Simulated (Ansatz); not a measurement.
# SnO2: the cost of one run

Method: DFT PBE, scalar-relativistic, plane waves, PAW, in Ansatz 0.2.0.

19 further runs of the same task are left out: 19 set aside as unsound or not needed.

**1. The starting structure**

It takes space group R-3m (No. 166, trigonal). The conventional cell has a = 3.234 Å, b = 3.234 Å, c = 14.755 Å, α = 90.00°, β = 90.00°, γ = 120.00°. Around Sn (site symmetry -3m) lie 6 O at 2.12 Å. O (site symmetry 3m) has 3 Sn at 2.12 Å as nearest neighbours.

Structure file:

```
CELL_PARAMETERS angstrom
1.61677 0.93344 4.91826
-1.61677 0.93344 4.91826
0.00000 -1.86688 4.91826
ATOMIC_POSITIONS crystal
Sn 0.50000 0.50000 0.50000
O 0.23488 0.23488 0.23488
O 0.76512 0.76512 0.76512
```

It goes back to an entry of the Materials Project, which need not be the stable form.

It is the result of an earlier relaxation at this level (volume 14.84 Å³/atom; gap on the mesh: 2.02 eV).

**2. Setting up the map**

The energy is mapped over the lattice constants a and c of the conventional cell.

First coordinate, lattice constant a (and b): 7 values from 3.072 to 3.395 Å. Second coordinate, lattice constant c: 7 values from 13.574 to 15.935 Å.

Nothing else is relaxed (fractional coordinates fixed). Energies count from the relaxed crystal. Points are written as (first, second).

**3. Point (3.395 Å, 15.935 Å)**

The input, input.yaml:

```yaml
crystal:
  lattice:
    - [1.6976, 0.980109817, 5.3117]
    - [-1.6976, 0.980109817, 5.3117]
    - [0.0, -1.9602196339, 5.3117]
  atoms:
    - { symbol: Sn, position: [0.5, 0.5, 0.5] }
    - { symbol: O, position: [0.2348826742, 0.2348826742, 0.2348826742] }
    - { symbol: O, position: [0.7651173258, 0.7651173258, 0.7651173258] }
basis:
  ecutwfc: 520.0
kpoints:
  mp_grid: { grid: [12, 12, 12] }
hamiltonian:
  xc: pbe
  pseudopotentials: { kind: paw, azcp: { folder: soft_1 } }
scf:
  occupations: { method: gaussian, width: 0.05 }
output:
  forces: true
  stress: true
  eigenvalues: true
  write_density: true
  write_potential: true
  elf: true
  volumetric_format: npy
```

Command:

```
> ansatz run input.yaml --threads 1 --pin off --max-ram 2048MiB --backend cpu --events-out ev --progress --plain --runs-dir out
```

What time and memory should one allow on 1 thread of Arm Neoverse N1, shared host?

About 35 s, with a peak of 0.44 GiB.
